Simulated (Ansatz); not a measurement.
## Ansatz 0.2.0, settings compared: SnS$_{2}$

Launch command:

```bash
ansatz run input.yaml --threads 1 --pin off --max-ram 2560MiB --backend cpu --events-out ev --progress --plain --runs-dir out
```

input.yaml:

```yaml
crystal:
  lattice:
    - [3.64031771, 0.0, 0.0]
    - [-1.82015886, 3.15260565, 0.0]
    - [0.0, 0.0, 5.88283388]
  atoms:
    - { symbol: Sn, position: [0.0, 0.0, 0.0] }
    - { symbol: S, position: [0.3333, 0.6667, 0.25] }
    - { symbol: S, position: [0.6667, 0.3333, 0.75] }
  symmetry: { tolerance: 0.0003 }
kpoints:
  mp_grid: { grid: [6, 6, 3], shift: [0, 0, 0] }
magnetization:
  spin_polarized: false
scf:
  occupations: { method: gaussian, width: 0.0935 }
hamiltonian:
  pseudopotentials: { kind: paw }
  xc: r2scan
basis:
  ecutwfc: 500
output:
  forces: true
  stress: true
  eigenvalues: true
```

Origin of the cell: a database entry, scaled a little.

Output of this run (shortened):

```
SCF iter   1: F=—  HF=-7851.683158 eV  Δρ=6.33e-3  dr2=1.73e-2  dr2_τ=1.79e-2
SCF iter   2: F=—  HF=-7851.712964 eV  Δρ=3.53e-3  dr2=5.52e-3  dr2_τ=6.51e-5
SCF iter   3: F=—  HF=-7851.712637 eV  Δρ=4.85e-4  dr2=1.39e-4  dr2_τ=1.39e-5
SCF iter   4: F=—  HF=-7851.712597 eV  Δρ=1.13e-4  dr2=5.78e-6  dr2_τ=8.53e-7
SCF iter   5: F=—  HF=-7851.712603 eV  Δρ=3.74e-5  dr2=6.99e-7  dr2_τ=1.85e-8
SCF iter   6: F=-7851.712603 eV  HF=-7851.712603 eV  Δρ=7.21e-6  dr2=5.71e-8  dr2_τ=1.91e-9
SCF 1 converged in 6 iterations: F = -7851.712603 eV  dr2 = 5.71e-8
SCF converged after 6 iterations
Free energy (F): -7851.712603 eV
Harris-Foulkes:  -7851.712603 eV  (|F-HF|=2.19e-8)
Internal energy: -7851.712603 eV  (E = F + TS)
E sigma→0 (E₀):  -7851.712603 eV
Fermi energy:    7.222418 eV
--- Per-component energies (eV) ---
  E_band       = -133.451523
  E_kinetic    = 400.579479
  E_local      = -1581.665090  (includes V_loc(G=0)·N_el)
  E_nonlocal   = 26.246946
  E_hartree    = 840.963140
  E_xc         = -555.951288
  E_vxc        = -290.563153  (∫ρ·V_xc dr)
  E_paw        = -5385.503640  (= ΣΔE_a)
  E_vpaw       = -385.082461  (= ΣTr[D̂ρ^β])
  E_aug_tail   = 0.000002  (compensation charges beyond the density's cutoff)
  E_vtau       = 15.099780  (kinetic-family band-sum trace: ∫τ·v_τ [+ j·A + Jᵃ·Aᵃ] dr)
  E_ewald      = -1596.897939
  E_core_change = 0.515786  (= ΣΔE_core)
  E_smearing   = -0.000000  (= −TS)
  Σ components = -7851.712603   (vs F -7851.712603, Δ=0.00e0)
--- Forces (eV/Å), atoms counted from 1 ---
  atom   1  Sn     0.000000    -0.000000     0.000000
  atom   2  S     -0.000000     0.000000    -0.079199
  atom   3  S      0.000000    -0.000000     0.079199
  max |Σ_I F_I| component: 1.85e-17 eV/Å
--- Stress (GPa, compression-positive) ---
        2.074050      -0.000000      -0.000000
       -0.000000       2.074050       0.000000
       -0.000000      -0.000000       1.327107
  P = ⅓ Tr σ = 1.8251 GPa (18.251 kbar)
```

The same input was run again with these changes:

1. `basis.ecutrho_ratio` default → 12
2. `scf.algorithm` default → density_mixing; `accuracy` default → low
3. `scf.mixing.preconditioner` default → kerker_dos; `kpoints.mp_grid.grid` [6, 6, 3] → [2, 2, 1]
4. `scf.eigensolver.kind` default → davidson; `scf.occupations.method` gaussian → fermi_dirac; `scf.occupations.width` 0.0935 → 0.1

| run | end | SCF iterations | P (GPa) | max force component (eV/Å) | moment (μB) | ΔE(σ→0) (meV/atom) |
| --- | --- | --- | --- | --- | --- | --- |
| base | converged | 6 | 1.83 | 0.079 | – | 0 |
| 1 | converged | 6 | 1.83 | 0.079 | – | -0.05 |
| 2 | converged | 6 | 1.82 | 0.079 | – | 0.04 |
| 3 | converged | 7 | 4.94 | 0.476 | – | 472.74 |
| 4 | converged | 6 | 1.83 | 0.079 | – | 0.01 |

Energies are compared only where functional, datasets, charge and starting cell are the same.

Not properties of the system: run 3 (too coarse or loose: `kpoints.mp_grid.grid` = [2, 2, 1]).

The base run took 2.8 s on 1 thread of Intel(R) Xeon(R) Platinum 8488C (Sapphire Rapids), with other jobs on the host, peak memory 0.51 GiB, from the program's own first density.
